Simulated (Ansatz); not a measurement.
# Rutile GeO₂

These are PBEsol (Ansatz, a first-principles code, PAW) values and carry that method's errors.

Run with plane-wave cutoff 500 eV, 8×8×10 k mesh (along the axes of the cell as run), gaussian smearing 0.02 eV, scalar-relativistic PAW data made under PBE.

Cell (relaxed at this level):

```cif
data_Ge2O4
_chemical_formula_sum 'Ge2 O4'
_space_group_name_H-M_alt 'P 1'
_space_group_IT_number 1
_cell_length_a 4.42806
_cell_length_b 4.42806
_cell_length_c 2.88423
_cell_angle_alpha 90.000
_cell_angle_beta 90.000
_cell_angle_gamma 90.000
loop_
_space_group_symop_operation_xyz
  'x, y, z'
loop_
_atom_site_label
_atom_site_type_symbol
_atom_site_fract_x
_atom_site_fract_y
_atom_site_fract_z
_atom_site_occupancy
Ge1 Ge 0.00000 0.00000 0.00000 1
Ge2 Ge 0.50000 0.50000 0.50000 1
O1 O 0.30631 0.30631 0.00000 1
O2 O 0.80631 0.19369 0.50000 1
O3 O 0.19369 0.80631 0.50000 1
O4 O 0.69369 0.69369 0.00000 1
```

```
Item                            Value
--------  ---------------------------
band gap  1.57 eV (on the SCF k mesh)
```

Measured, for comparison: band gap 4.68 eV (temperature not stated, no zero-point or thermal correction, direct (forbidden), UV absorption; as tabulated in Mengle et al. (2019), arXiv:1905.10301).

Spin–orbit coupling is not included.

Cost on a shared machine: around 70 core-seconds (rough).
